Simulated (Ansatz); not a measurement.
**HfC (NiAs type): other levels of theory at one geometry**

The task here is to estimate one member of a computed series from the others.

Method: DFT at several levels, plane waves, PAW, in Ansatz 0.2.0.

1 further run of the same task is left out (set aside as unsound or not needed). Runs told in other sessions of the task aren't counted.

## The starting structure

Symmetry: P6_3/mmc, No. 194, hexagonal system. The conventional cell has a = 3.266 Å, b = 3.266 Å, c = 5.766 Å, α = 90.00°, β = 90.00°, γ = 120.00°. Hf (site symmetry -3m) is surrounded by 6 C at 2.37 Å. Around C (site symmetry -6m2) lie 6 Hf at 2.37 Å.

Structure file:

```
Hf C
1.0
     3.26579    0.00000    0.00000
    -1.63290    2.82826    0.00000
     0.00000    0.00000    5.76631
Hf C
2 2
Cartesian
  0.0000 0.0000 0.0000
  0.0000 0.0000 2.8832
  0.0000 1.8855 1.4416
  1.6329 0.9428 4.3247
```

This cell comes from an earlier session at PBE: 13.315 Å³/atom at 0.02 GPa, on a 12×12×6 mesh, metallic.

Levels to run: PBE+SOC; r²SCAN; PBEsol; LDA. Hardware: 2 threads of Arm Neoverse V2, shared host.

Set-up of the first run:

Contents of input.yaml:

```yaml
crystal:
  lattice:
    - [3.2657921833, 0.0, 0.0]
    - [-1.6328960916, 2.8282589942, 0.0]
    - [0.0, 0.0, 5.7663094959]
  atoms:
    - { symbol: Hf, position: [0.0, 0.0, 0.0] }
    - { symbol: Hf, position: [0.0, 0.0, 0.5] }
    - { symbol: C, position: [0.3333333333, 0.6666666667, 0.25] }
    - { symbol: C, position: [0.6666666667, 0.3333333333, 0.75] }
basis:
  ecutwfc: 420
  ecutrho_ratio: 4
kpoints:
  mp_grid: { grid: [12, 12, 6] }
hamiltonian:
  xc: pbe
scf:
  occupations: { method: gaussian, width: 0.05 }
output:
  forces: true
  stress: true
  eigenvalues: true
  populations: true
  dos: { projected: true, de: 0.02 }
  write_density: true
  write_potential: true
  elf: true
  volumetric_format: npy
magnetization:
  noncollinear: true
  spin_orbit: true
```

Launch:

```sh
> ansatz run input.yaml --threads 2 --pin off --max-ram 2662MiB --backend cpu --events-out ev --progress --plain --runs-dir out
```

Among the steps run: PBE+SOC; r²SCAN; PBEsol; LDA.

One table of the session follows, with a row left open; its other results are not shown here.

| level | pressure (GPa) |
| --- | --- |
| PBE | 0.0 |
| LDA | -10.9 |
| PBEsol | -6.0 |
| PBE+SOC | ? |
| r²SCAN | -1.9 |

**Question.** Estimate the row for PBE+SOC.

**Answer.** pressure (GPa): -0.5. In the column «pressure (GPa)» it lies between r²SCAN (-1.9) and PBE (0.0).

The pressure runs from -10.9 GPa (LDA) to 0.0 GPa (PBE); a negative pressure means that level wants a smaller cell, a positive one a larger cell. Total energies of different levels have different zeros and can't be compared.
